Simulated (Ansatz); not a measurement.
# CoSi: relaxing the atoms, phonons and relaxing cell and atoms, part 2 of 2

The task, for CoSi: 4 runs in a chain (relaxing the atoms, phonons and relaxing cell and atoms).

Ansatz 0.2.0; DFT PBE, scalar-relativistic, plane waves, PAW. Earlier steps stand in the parts before.

## (4) Relaxing cell and atoms

input.yaml

```yaml
crystal:
  lattice:
    - [4.445, 0.0, 0.0]
    - [0.0, 4.445, 0.0]
    - [0.0, 0.0, 4.445]
  atoms:
    - { symbol: Co, position: [0.144, 0.144, 0.144] }
    - { symbol: Co, position: [0.644, 0.356, 0.856] }
    - { symbol: Co, position: [0.856, 0.644, 0.356] }
    - { symbol: Co, position: [0.356, 0.856, 0.644] }
    - { symbol: Si, position: [0.843, 0.843, 0.843] }
    - { symbol: Si, position: [1.343, -0.343, 0.157] }
    - { symbol: Si, position: [0.157, 1.343, -0.343] }
    - { symbol: Si, position: [-0.343, 0.157, 1.343] }
scf:
  occupations: { method: fermi_dirac, width: 0.05 }
output:
  forces: true
  stress: true
hamiltonian:
  xc: pbe
relax:
  f_tol: 0.003
  cell: { stress_tol: 0.03 }
kpoints:
  mp_grid: { grid: [8, 8, 8] }
```

Run with:

```sh
$ ansatz run input.yaml --threads 8 --pin off --max-ram 16384MiB --backend cpu --events-out ev --progress --plain --runs-dir out
```

Output:

```text
Warning: RAYON_NUM_THREADS=8 ignored (pool sized by the plan → 8); use --threads N
Engine: ansatz 0.2.0, aarch64-unknown-linux-gnu
Pseudopotentials: kind: paw
Pseudopotential: Co, paw, valence charge 17, recommended cutoff 420 eV (normal), Co.paw.azcp
Pseudopotential: Si, paw, valence charge 4, recommended cutoff 420 eV (normal), Si.paw.azcp
Functional definition: PBE
  parameter kappa = 0.804
  parameter beta = 0.06672455060314922
  exchange = pbe_x(kappa = kappa, mu = beta*pi^2/3)
  correlation = pbe_c(beta = beta)
Crystal: 8 atoms, lattice volume = 87.824 Å³
Basis set: ecut = 420 eV, 1743 PW (Γ), exchange–correlation on 60×60×60 points (8 copies of the dense FFT grid, shifted against one another)
Bands: 51, of which v1, the nominal top of the filled ones, is band 42 counted from 1 (41 counted from 0)
Symmetry: 12 space group operations
Space group: P213 (ITA 198), of the structure as read, at distance tolerance 4.4e-5 Å
k-points: 45 of 512 (time reversal used)
Non-local potential: Co, projectors of the file, l = 0: 3, l = 1: 2, l = 2: 3, l = 3: 1
Non-local potential: Si, projectors of the file, l = 0: 2, l = 1: 2, l = 2: 2
PAW form: soft (Blöchl's): semilocal exchange-correlation on the pseudo side does not see the compensation charge
PAW one-centre angular grid: Co, 590 points (default); XC on 64 Gauss nodes
PAW one-centre angular grid: Si, 110 points (default); XC on 64 Gauss nodes
Initial density: superposition of atomic densities (neutral atoms: chi_scale 0, normalization atom), corrected by the library's trained network
Initial wavefunctions: pseudopotential atomic-orbital guess
Functional: x = pbe(κ = 0.804, μ = 0.2195149727645171), c = pbe(β = 0.06672455060314922)
SCF iter   1: F=—  HF=-23052.693298 eV  |F-HF|=—  |Δ(HF+E_count)|=         —  Δρ=6.95e-3  dr2=8.60e-3  ethr=1.77e-3  ⟨swp⟩=6.7  Hψ=8928  notcnv=0  defer=9
preconditioner: auto → Resta (q_TF=auto, 2.708 Å⁻¹)  ε∞=19.6  [insulator: Δε(μ)=0.137 eV  Ē_g=6.617 eV  σ=0.050 eV  W_gap=0.52  n_scr=26 (ndim 8)  ℏωp=28.6 eV  f_vac=0.000  D(μ)=1.38/eV (n_scr^D=6)  ε∞_Penn≈19.6]
SCF iter   2: F=—  HF=-23052.690148 eV  |F-HF|=—  |Δ(HF+E_count)|=   3.15e-3  Δρ=2.88e-3  dr2=1.85e-3  ethr=1.02e-5  ⟨swp⟩=2.0  Hψ=3695  notcnv=0  defer=39
SCF iter   3: F=—  HF=-23052.689970 eV  |F-HF|=—  |Δ(HF+E_count)|=   1.78e-4  Δρ=7.66e-4  dr2=2.09e-4  ethr=2.21e-6  ⟨swp⟩=2.4  Hψ=3376  notcnv=0  defer=39
SCF iter   4: F=—  HF=-23052.689992 eV  |F-HF|=—  |Δ(HF+E_count)|=   2.18e-5  Δρ=2.52e-4  dr2=2.40e-5  ethr=2.49e-7  ⟨swp⟩=2.0  Hψ=2860  notcnv=0  defer=39
SCF iter   5: F=—  HF=-23052.690230 eV  |F-HF|=—  |Δ(HF+E_count)|=   2.37e-4  Δρ=4.08e-5  dr2=1.05e-6  ethr=2.86e-8  ⟨swp⟩=2.4  Hψ=2981  notcnv=0  defer=39
SCF iter   6: F=-23052.690229 eV  HF=-23052.690229 eV  |F-HF|=5.37e-8  |Δ(HF+E_count)|=   1.16e-7  Δρ=1.14e-5  dr2=8.80e-8  ethr=1.19e-10  ⟨swp⟩=3.0  Hψ=9149  notcnv=0
SCF 1 converged in 6 iterations: F = -23052.690229 eV  dr2 = 8.80e-8
relax step   1: F+E_penalty+E_count = -23052.69022944 eV  Δ(F+E_penalty+E_count) = +0.000e0 eV  max|allowed force component| = 1.864e-2 eV/Å  Δτ_max = 0.0000 Å  P = -1.984 GPa  Ω = 87.824 Å³  (6 SCF iters, dr2 threshold 1.00e-7 eV, accepted)
Crystal: 8 atoms, lattice volume = 87.368 Å³
Initial density: handed on by an earlier stage of this run
Initial wavefunctions: those handed on with the density
iter 1 solved again at ethr=4.21e-7 eV; its pass at ethr=3.10e-3 eV (dr2=3.54e-4 eV) is discarded
SCF iter   1: F=—  HF=-23052.694670 eV  |F-HF|=—  |Δ(HF+E_count)|=         —  Δρ=8.33e-4  dr2=3.91e-4  ethr=4.21e-7  ⟨swp⟩=2.0  Hψ=9952  notcnv=0
preconditioner: auto → Resta (q_TF=auto, 2.710 Å⁻¹)  ε∞=19.5  [insulator: Δε(μ)=0.138 eV  Ē_g=6.654 eV  σ=0.050 eV  W_gap=0.55  n_scr=26 (ndim 8)  ℏωp=28.6 eV  f_vac=0.000  D(μ)=1.45/eV (n_scr^D=6)  ε∞_Penn≈19.5]
SCF iter   2: F=—  HF=-23052.694808 eV  |F-HF|=—  |Δ(HF+E_count)|=   1.39e-4  Δρ=2.45e-4  dr2=3.75e-5  ethr=4.21e-7  ⟨swp⟩=2.5  Hψ=2913  notcnv=0
SCF iter   3: F=—  HF=-23052.694799 eV  |F-HF|=—  |Δ(HF+E_count)|=   9.66e-6  Δρ=9.16e-5  dr2=6.33e-6  ethr=4.47e-8  ⟨swp⟩=2.6  Hψ=3689  notcnv=0
SCF iter   4: F=—  HF=-23052.694797 eV  |F-HF|=—  |Δ(HF+E_count)|=   1.23e-6  Δρ=4.37e-5  dr2=1.49e-6  ethr=7.53e-9  ⟨swp⟩=2.0  Hψ=3449  notcnv=0
iter 5 did not close the SCF: its close was put off for the readings that it lacked (scf_convergence_deferred on its scf_iter line)
SCF iter   5: F=-23052.694797 eV  HF=-23052.694797 eV  |F-HF|=5.68e-9  |Δ(HF+E_count)|=   1.81e-7  Δρ=7.28e-6  dr2=1.96e-8  ethr=1.78e-9  ⟨swp⟩=2.2  Hψ=2914  notcnv=0
SCF iter   6: F=-23052.694797 eV  HF=-23052.694797 eV  |F-HF|=3.60e-10  |Δ(HF+E_count)|=   5.81e-9  Δρ=1.11e-6  dr2=5.75e-10  ethr=2.34e-11  ⟨swp⟩=1.8  Hψ=6304  notcnv=0
SCF 2 converged in 6 iterations: F = -23052.694797 eV  dr2 = 5.75e-10
relax step   2: F+E_penalty+E_count = -23052.69479716 eV  Δ(F+E_penalty+E_count) = -4.568e-3 eV  max|allowed force component| = 1.937e-2 eV/Å  Δτ_max = 0.0016 Å  P = -0.873 GPa  Ω = 87.368 Å³  energy of the carried Pulay correction = +2.761e-4 eV  (6 SCF iters, dr2 threshold 8.00e-7 eV, accepted)
Crystal: 8 atoms, lattice volume = 86.977 Å³
iter 1 solved again at ethr=5.58e-7 eV; its pass at ethr=3.10e-3 eV (dr2=4.69e-4 eV) is discarded
SCF iter   1: F=—  HF=-23052.696274 eV  |F-HF|=—  |Δ(HF+E_count)|=         —  Δρ=8.80e-4  dr2=4.87e-4  ethr=5.58e-7  ⟨swp⟩=2.0  Hψ=9931  notcnv=0
preconditioner: auto → Resta (q_TF=auto, 2.713 Å⁻¹)  ε∞=19.5  [insulator: Δε(μ)=0.139 eV  Ē_g=6.684 eV  σ=0.050 eV  W_gap=0.55  n_scr=26 (ndim 8)  ℏωp=28.7 eV  f_vac=0.000  D(μ)=1.44/eV (n_scr^D=6)  ε∞_Penn≈19.5]
SCF iter   2: F=—  HF=-23052.696414 eV  |F-HF|=—  |Δ(HF+E_count)|=   1.39e-4  Δρ=3.39e-4  dr2=8.67e-5  ethr=5.58e-7  ⟨swp⟩=1.1  Hψ=2337  notcnv=0
SCF iter   3: F=—  HF=-23052.696389 eV  |F-HF|=—  |Δ(HF+E_count)|=   2.50e-5  Δρ=8.92e-5  dr2=7.22e-6  ethr=1.03e-7  ⟨swp⟩=2.8  Hψ=3584  notcnv=0
SCF iter   4: F=—  HF=-23052.696386 eV  |F-HF|=—  |Δ(HF+E_count)|=   2.31e-6  Δρ=4.11e-5  dr2=1.21e-6  ethr=8.59e-9  ⟨swp⟩=2.0  Hψ=3470  notcnv=0
iter 5 did not close the SCF: its close was put off for the readings that it lacked (scf_convergence_deferred on its scf_iter line)
SCF iter   5: F=-23052.696386 eV  HF=-23052.696386 eV  |F-HF|=3.01e-9  |Δ(HF+E_count)|=   1.30e-7  Δρ=7.84e-6  dr2=2.35e-8  ethr=1.44e-9  ⟨swp⟩=2.1  Hψ=2919  notcnv=0
SCF iter   6: F=-23052.696386 eV  HF=-23052.696386 eV  |F-HF|=1.01e-9  |Δ(HF+E_count)|=   4.70e-9  Δρ=1.89e-6  dr2=1.38e-9  ethr=2.79e-11  ⟨swp⟩=1.4  Hψ=7134  notcnv=0
SCF 3 converged in 6 iterations: F = -23052.696386 eV  dr2 = 1.38e-9
relax step   3: F+E_penalty+E_count = -23052.69638630 eV  Δ(F+E_penalty+E_count) = -1.589e-3 eV  max|allowed force component| = 1.160e-2 eV/Å  Δτ_max = 0.0033 Å  P = +0.068 GPa  Ω = 86.977 Å³  energy of the carried Pulay correction = +5.134e-4 eV  (6 SCF iters, dr2 threshold 8.00e-7 eV, accepted)
Crystal: 8 atoms, lattice volume = 86.988 Å³
iter 1 solved again at ethr=1.83e-7 eV; its pass at ethr=3.10e-3 eV (dr2=1.54e-4 eV) is discarded
SCF iter   1: F=—  HF=-23052.696283 eV  |F-HF|=—  |Δ(HF+E_count)|=         —  Δρ=4.15e-4  dr2=1.46e-4  ethr=1.83e-7  ⟨swp⟩=2.0  Hψ=8783  notcnv=0
preconditioner: auto → Resta (q_TF=auto, 2.712 Å⁻¹)  ε∞=19.5  [insulator: Δε(μ)=0.139 eV  Ē_g=6.681 eV  σ=0.050 eV  W_gap=0.55  n_scr=26 (ndim 8)  ℏωp=28.7 eV  f_vac=0.000  D(μ)=1.43/eV (n_scr^D=6)  ε∞_Penn≈19.5]
SCF iter   2: F=—  HF=-23052.696247 eV  |F-HF|=—  |Δ(HF+E_count)|=   3.58e-5  Δρ=2.40e-4  dr2=5.59e-5  ethr=1.74e-7  ⟨swp⟩=1.0  Hψ=2295  notcnv=0
SCF iter   3: F=—  HF=-23052.696468 eV  |F-HF|=—  |Δ(HF+E_count)|=   2.21e-4  Δρ=2.51e-5  dr2=4.25e-7  ethr=6.66e-8  ⟨swp⟩=2.1  Hψ=3306  notcnv=0
SCF iter   4: F=—  HF=-23052.696493 eV  |F-HF|=—  |Δ(HF+E_count)|=   2.47e-5  Δρ=1.38e-5  dr2=9.02e-8  ethr=5.06e-10  ⟨swp⟩=2.2  Hψ=3894  notcnv=0
iter 5 did not close the SCF: its close was put off for the readings that it lacked (scf_convergence_deferred on its scf_iter line)
SCF iter   5: F=-23052.696493 eV  HF=-23052.696493 eV  |F-HF|=4.12e-9  |Δ(HF+E_count)|=   7.42e-9  Δρ=3.17e-6  dr2=5.78e-9  ethr=1.07e-10  ⟨swp⟩=2.0  Hψ=3074  notcnv=0
SCF iter   6: F=-23052.696493 eV  HF=-23052.696493 eV  |F-HF|=1.64e-10  |Δ(HF+E_count)|=   1.35e-9  Δρ=8.03e-7  dr2=4.13e-10  ethr=6.88e-12  ⟨swp⟩=2.0  Hψ=7659  notcnv=0
SCF 4 converged in 6 iterations: F = -23052.696493 eV  dr2 = 4.13e-10
relax step   4: F+E_penalty+E_count = -23052.69649252 eV  Δ(F+E_penalty+E_count) = -1.062e-4 eV  max|allowed force component| = 3.006e-3 eV/Å  Δτ_max = 0.0026 Å  P = -0.004 GPa  Ω = 86.988 Å³  energy of the carried Pulay correction = +5.070e-4 eV  (6 SCF iters, dr2 threshold 1.15e-8 eV, accepted)
Crystal: 8 atoms, lattice volume = 86.985 Å³
iter 1 solved again at ethr=1.45e-9 eV; its pass at ethr=3.10e-3 eV (dr2=1.22e-6 eV) is discarded
SCF iter   1: F=—  HF=-23052.696252 eV  |F-HF|=—  |Δ(HF+E_count)|=         —  Δρ=3.89e-5  dr2=1.26e-6  ethr=1.45e-9  ⟨swp⟩=2.2  Hψ=8822  notcnv=0
preconditioner: auto → Resta (q_TF=auto, 2.712 Å⁻¹)  ε∞=19.5  [insulator: Δε(μ)=0.139 eV  Ē_g=6.682 eV  σ=0.050 eV  W_gap=0.55  n_scr=26 (ndim 8)  ℏωp=28.7 eV  f_vac=0.000  D(μ)=1.43/eV (n_scr^D=6)  ε∞_Penn≈19.5]
SCF iter   2: F=—  HF=-23052.696498 eV  |F-HF|=—  |Δ(HF+E_count)|=   2.46e-4  Δρ=1.99e-5  dr2=3.67e-7  ethr=1.45e-9  ⟨swp⟩=2.0  Hψ=3290  notcnv=0
SCF iter   3: F=—  HF=-23052.696498 eV  |F-HF|=—  |Δ(HF+E_count)|=   1.14e-7  Δρ=5.87e-6  dr2=2.77e-8  ethr=4.37e-10  ⟨swp⟩=2.2  Hψ=3138  notcnv=0
SCF iter   4: F=—  HF=-23052.696498 eV  |F-HF|=—  |Δ(HF+E_count)|=   7.32e-9  Δρ=1.81e-6  dr2=1.64e-9  ethr=3.30e-11  ⟨swp⟩=2.0  Hψ=3395  notcnv=0
iter 5 did not close the SCF: its close was put off for the readings that it lacked (scf_convergence_deferred on its scf_iter line)
SCF iter   5: F=-23052.696498 eV  HF=-23052.696498 eV  |F-HF|=4.73e-11  |Δ(HF+E_count)|=  2.07e-10  Δρ=3.67e-7  dr2=6.15e-11  ethr=1.96e-12  ⟨swp⟩=2.0  Hψ=3334  notcnv=0
SCF iter   6: F=-23052.696498 eV  HF=-23052.696498 eV  |F-HF|=3.64e-12  |Δ(HF+E_count)|=  1.09e-11  Δρ=1.07e-7  dr2=6.42e-12  ethr=1.00e-12  ⟨swp⟩=2.1  Hψ=6591  notcnv=0
SCF 5 converged in 6 iterations: F = -23052.696498 eV  dr2 = 6.42e-12
relax step   5: F+E_penalty+E_count = -23052.69649805 eV  Δ(F+E_penalty+E_count) = -5.536e-6 eV  max|allowed force component| = 8.570e-4 eV/Å  Δτ_max = 0.0005 Å  P = -0.003 GPa  Ω = 86.985 Å³  energy of the carried Pulay correction = +5.087e-4 eV  (6 SCF iters, dr2 threshold 5.65e-10 eV, accepted)
Initial wavefunctions: pseudopotential atomic-orbital guess (no wavefunctions were taken with the density)
iter 1 solved again at ethr=7.58e-7 eV; its pass at ethr=3.10e-3 eV (dr2=6.37e-4 eV) is discarded
SCF iter   1: F=—  HF=-23052.695784 eV  |F-HF|=—  |Δ(HF+E_count)|=         —  Δρ=4.08e-5  dr2=1.84e-7  ethr=7.58e-7  ⟨swp⟩=3.1  Hψ=14301  notcnv=0
eigensolver tolerance schedule: the retry pair's looser diagonalisation over-reported the residual by 3451.23 of it (diagonalisation noise at 5.40 of the residual, at the tolerance the schedule requests for it); recorded, not acted on — ethr = c·dr2/N_el stays at c = 1.0e-1
SCF iter   2: F=—  HF=-23052.696041 eV  |F-HF|=—  |Δ(HF+E_count)|=   2.57e-4  Δρ=2.93e-5  dr2=1.89e-7  ethr=2.20e-10  ⟨swp⟩=2.9  Hψ=4782  notcnv=0
SCF iter   3: F=—  HF=-23052.696041 eV  |F-HF|=—  |Δ(HF+E_count)|=   2.82e-8  Δρ=4.34e-6  dr2=9.33e-9  ethr=2.20e-10  ⟨swp⟩=2.3  Hψ=3625  notcnv=0
SCF iter   4: F=—  HF=-23052.696041 eV  |F-HF|=—  |Δ(HF+E_count)|=   4.27e-9  Δρ=1.22e-6  dr2=6.04e-10  ethr=1.11e-11  ⟨swp⟩=2.2  Hψ=3462  notcnv=0
SCF iter   5: F=—  HF=-23052.696041 eV  |F-HF|=—  |Δ(HF+E_count)|=  5.89e-10  Δρ=4.39e-7  dr2=1.58e-10  ethr=1.00e-12  ⟨swp⟩=2.0  Hψ=4190  notcnv=0
SCF iter   6: F=—  HF=-23052.696041 eV  |F-HF|=—  |Δ(HF+E_count)|=  1.82e-11  Δρ=1.97e-7  dr2=2.93e-11  ethr=1.00e-12  ⟨swp⟩=1.0  Hψ=2295  notcnv=0
SCF iter   7: F=-23052.696041 eV  HF=-23052.696041 eV  |F-HF|=1.09e-11  |Δ(HF+E_count)|=  3.64e-12  Δρ=5.33e-8  dr2=1.86e-12  ethr=1.00e-12  ⟨swp⟩=5.0  Hψ=9086  notcnv=0
SCF 6 converged in 7 iterations: F = -23052.696041 eV  dr2 = 1.86e-12
relax step   6: F+E_penalty+E_count = -23052.69604068 eV  Δ(F+E_penalty+E_count) = +4.574e-4 eV  max|allowed force component| = 8.550e-4 eV/Å  Δτ_max = 0.0000 Å  P = -0.011 GPa  Ω = 86.985 Å³  stress off target by 1.09e-2 GPa  SCF on the basis re-selected at this cell (its energy is not comparable with the rows above)  (7 SCF iters)
basis re-selected at this cell: Δ(F+E_penalty+E_count) = +4.574e-4 eV, ΔP = -0.008 GPa vs the last step (what re-selecting the basis moved, of the pressure what is left beyond the Pulay correction that the steps carried, after the strain that the cell walked since its last selection, with what the two solves' SCF thresholds leave and, on support functions, any second-order correction that the steps lacked; it is no measure of the basis error at this ecutwfc). This SCF's stress stands 1.09e-2 GPa from its target on what of the cell is left free (relax.cell.stress_tol is 3.00e-2 GPa) and its largest allowed force component is 8.55e-4 eV/Å (relax.f_tol is 3.00e-3 eV/Å): within both
SCF converged after 7 iterations
Free energy (F): -23052.696041 eV
Harris-Foulkes:  -23052.696041 eV  (|F-HF|=1.09e-11)
Internal energy: -23052.682389 eV  (E = F + TS)
E sigma→0 (E₀):  -23052.689215 eV
Entropy (-TS):   -0.013652 eV (-1.706 meV/atom)
Fermi energy:    16.722918 eV
--- Per-component energies (eV) ---
  E_band       = -946.131560
  E_kinetic    = 2010.707697
  E_local      = -14208.987630  (includes V_loc(G=0)·N_el)
  E_nonlocal   = 1921.082095
  E_hartree    = 6167.396207
  E_xc         = -869.676044
  E_vxc        = -1025.578688  (∫ρ·V_xc dr)
  E_paw        = -8118.551284  (= ΣΔE_a)
  E_vpaw       = -1978.147996  (= ΣTr[D̂ρ^β])
  E_aug_tail   = 0.000354  (compensation charges beyond the density's cutoff)
  E_ewald      = -9954.653785
  E_smearing   = -0.013652  (= −TS)
  E_closure    = -0.000000  (closes the sum)
  Σ components = -23052.696041   (vs F -23052.696041, Δ=0.00e0)
--- Forces (eV/Å), atoms counted from 1 ---
  atom   1  Co     0.00023532     0.00023532     0.00023532
  atom   2  Co     0.00023532    -0.00023532    -0.00023532
  atom   3  Co    -0.00023532     0.00023532    -0.00023532
  atom   4  Co    -0.00023532    -0.00023532     0.00023532
  atom   5  Si    -0.00085496    -0.00085496    -0.00085496
  atom   6  Si    -0.00085496     0.00085496     0.00085496
  atom   7  Si     0.00085496    -0.00085496     0.00085496
  atom   8  Si     0.00085496     0.00085496    -0.00085496
  max |Σ_I F_I| component: 3.87e-17 eV/Å
--- Stress (GPa, compression-positive) ---
       -0.010877      -0.000000       0.000000
       -0.000000      -0.010877       0.000000
        0.000000       0.000000      -0.010877
  P = ⅓ Tr σ = -0.0109 GPa (-0.109 kbar)
--- Relaxed structure (5 steps of the walk, 5 accepted, 1 SCFs on fresh bases) ---
  F+E_penalty+E_count = -23052.69604068 eV   max|allowed force component| = 8.550e-4 eV/Å   (the final SCF, on the basis selected at the relaxed cell)
  cell:  # Å, volume = 86.9852 Å³
    - [4.430796348603705, -5.135813185032629e-34, 3.8518598887744713e-34]
    - [-4.8148248609680905e-34, 4.430796348603705, -9.382627691844768e-55]
    - [4.49383653690355e-34, -1.8764337766371763e-54, 4.430796348603705]
  atoms:
    - { symbol: Co, position: [0.1449932351801771, 0.1449932351801771, 0.1449932351801771] }
    - { symbol: Co, position: [0.6449932351801771, 0.3550067648198229, 0.8550067648198229] }
    - { symbol: Co, position: [0.8550067648198229, 0.6449932351801771, 0.3550067648198229] }
    - { symbol: Co, position: [0.3550067648198229, 0.8550067648198229, 0.6449932351801771] }
    - { symbol: Si, position: [0.8431861007979736, 0.8431861007979736, 0.8431861007979736] }
    - { symbol: Si, position: [1.3431861007979737, -0.34318610079797374, 0.15681389920202626] }
    - { symbol: Si, position: [0.15681389920202626, 1.3431861007979737, -0.34318610079797374] }
    - { symbol: Si, position: [-0.34318610079797374, 0.15681389920202626, 1.3431861007979737] }
```

It took 24 s on 8 threads of Arm Neoverse N1, shared host; peak memory 0.56 GiB.

The steps of the relaxation:

| step | E - E(step 1) (eV/cell) | largest force component (eV/Å) | pressure (GPa) | volume (Å³) |
| --- | --- | --- | --- | --- |
| 1 | 0.0000 | 0.0186 | -1.98 | 87.82 |
| 2 | -0.0046 | 0.0194 | -0.87 | 87.37 |
| 3 | -0.0062 | 0.0116 | 0.07 | 86.98 |
| 4 | -0.0063 | 0.0030 | 0.00 | 86.99 |
| 5 | -0.0063 | 0.0009 | 0.00 | 86.99 |
| 6 | -0.0058 | 0.0009 | -0.01 | 86.99 |

Step 1 is the start. Step 6 repeats the geometry before it on a plane-wave basis chosen anew for that cell, so its energy need not be comparable with the rows above.

|  | before | after | change |
| --- | --- | --- | --- |
| a (Å) | 4.445 | 4.431 | -0.3 % |
| b (Å) | 4.445 | 4.431 | -0.3 % |
| c (Å) | 4.445 | 4.431 | -0.3 % |
| volume (Å³/atom) | 10.98 | 10.87 | -1.0 % |
| shortest distance (Å) | 2.317 | 2.316 | -0.1 % |
| space group (0.01 Å) | P2_13 | P2_13 | same |

Forces and stress were held to the start's 12 operations: a distortion of lower symmetry was not tested.

## (5) Phonons

It takes the final geometry of step 4.

input.yaml

```yaml
crystal:
  lattice:
    - [4.4307963486, 0.0, 0.0]
    - [0.0, 4.4307963486, 0.0]
    - [0.0, 0.0, 4.4307963486]
  atoms:
    - { symbol: Co, position: [0.1449932352, 0.1449932352, 0.1449932352] }
    - { symbol: Co, position: [0.6449932352, 0.3550067648, 0.8550067648] }
    - { symbol: Co, position: [0.8550067648, 0.6449932352, 0.3550067648] }
    - { symbol: Co, position: [0.3550067648, 0.8550067648, 0.6449932352] }
    - { symbol: Si, position: [0.8431861008, 0.8431861008, 0.8431861008] }
    - { symbol: Si, position: [1.3431861008, -0.3431861008, 0.1568138992] }
    - { symbol: Si, position: [0.1568138992, 1.3431861008, -0.3431861008] }
    - { symbol: Si, position: [-0.3431861008, 0.1568138992, 1.3431861008] }
scf:
  occupations: { method: fermi_dirac, width: 0.05 }
output: {}
hamiltonian:
  xc: pbe
phonons:
  method: dfpt
  rigid_motions: translations
  eigenvectors: true
kpoints:
  mp_grid: { grid: [8, 8, 8] }
```

Run with:

```sh
$ ansatz run input.yaml --threads 8 --pin off --max-ram 16384MiB --backend cpu --events-out ev --progress --plain --runs-dir out
```

Output, shortened:

```text
Warning: RAYON_NUM_THREADS=8 ignored (pool sized by the plan → 8); use --threads N
[...]
Pseudopotentials: kind: paw
Pseudopotential: Co, paw, valence charge 17, recommended cutoff 420 eV (normal), Co.paw.azcp
Pseudopotential: Si, paw, valence charge 4, recommended cutoff 420 eV (normal), Si.paw.azcp
Functional definition: PBE
[...]
Crystal: 8 atoms, lattice volume = 86.985 Å³
[...]
  ASR residual: 4.585e-4 → 0.000e0 eV/Å²; symmetrization residual: 1.763e-6 eV/Å²
  ASR residual per site (eV/Å²): 4.58e-4 4.58e-4 4.58e-4 4.58e-4 1.29e-5 1.29e-5 1.29e-5 1.29e-5
  Γ frequencies (cm⁻¹): 0.00 0.00 0.00 185.15 210.40 210.40 227.73 227.73 227.73 246.35 246.35 246.35 308.36 308.36 308.36 311.22 311.22 348.88 348.88 348.88 361.77 420.72 420.72 420.72
  non-analytic LO–TO correction: not included (Born effective charges unavailable; polar crystals: no LO–TO splitting at Γ)
```

Run time: 1.9 min. Hardware: 8 threads of Arm Neoverse N1, shared host; peak memory 3.9 GiB.

The optical modes at Γ, the three translations left out (i: imaginary):

| cm⁻¹ | THz | modes |
| --- | --- | --- |
| 185 | 5.55 | 1 |
| 210 | 6.31 | 2 |
| 228 | 6.83 | 3 |
| 246 | 7.39 | 3 |
| 308 | 9.24 | 3 |
| 311 | 9.33 | 2 |
| 349 | 10.46 | 3 |
| 362 | 10.85 | 1 |
| 421 | 12.61 | 3 |

Displacements in the lowest optical mode (185 cm⁻¹), eigenvector over the root of the mass, scaled so that the longest move is 1.

| atom | x | y | z |
| --- | --- | --- | --- |
| Co1 | 0.58 | 0.58 | 0.58 |
| Co2 | 0.58 | -0.58 | -0.58 |
| Co3 | -0.58 | 0.58 | -0.58 |
| Co4 | -0.58 | -0.58 | 0.58 |
| Si5 | 0.05 | 0.05 | 0.05 |
| Si6 | 0.05 | -0.05 | -0.05 |
| Si7 | -0.05 | 0.05 | -0.05 |
| Si8 | -0.05 | -0.05 | 0.05 |

Displacements in the highest mode (421 cm⁻¹), eigenvector over the root of the mass, scaled so that the longest move is 1. It is one member of a degenerate level, so its direction within the level is arbitrary.

| atom | x | y | z |
| --- | --- | --- | --- |
| Co1 | 0.18 | 0.05 | 0.03 |
| Co2 | -0.01 | 0.10 | -0.13 |
| Co3 | 0.00 | 0.14 | 0.08 |
| Co4 | 0.17 | 0.10 | -0.08 |
| Si5 | -0.46 | -0.36 | -0.52 |
| Si6 | 0.10 | 0.12 | 0.09 |
| Si7 | 0.22 | -0.04 | 0.01 |
| Si8 | -0.59 | -0.52 | 0.62 |

## (6) Results

This closing draws on all 2 parts.

| step | volume (Å³/atom) | pressure (GPa) | energy above the lowest (meV/atom) | gap on the mesh (eV) | time |
| --- | --- | --- | --- | --- | --- |
| 2 | 10.98 | -2.1 | 0.7 | 0.00 | 14 s |
| 4 | 10.87 | 0.0 | 0.0 | n/a | 24 s |

| quantity | value |
| --- | --- |
| relaxed cell, step 4 | a = 4.431 Å, b = 4.431 Å, c = 4.431 Å, α = 90.00°, β = 90.00°, γ = 90.00° |
| optical modes at Γ (step 3) | 179 to 414 cm⁻¹ |
| optical modes at Γ (step 5) | 185 to 421 cm⁻¹ |

What this shows: No zone-centre mode (step 3) is imaginary. That tests stability at Γ alone. All optical modes at Γ (step 5) are real. Measured lattice constant a of CoSi: 4.4423 Å (300 K; powder; “Near coincidence of metal-insulator transition and quantum critical fluctuations: Electronic ground state and magnetic order in Fe1-xCoxSi”, 2023, arxiv:2303.13999). This calculation gives 4.431 Å (-0.3 %). 4 values of this kind are on record (4.433 to 4.445 Å); this one was drawn at random among those near their median, those with a stated uncertainty first. That is the cell relaxed with PBE, without thermal expansion or zero-point motion. Spin polarisation is off in the runs that give these values; a magnetic solution could lie lower.
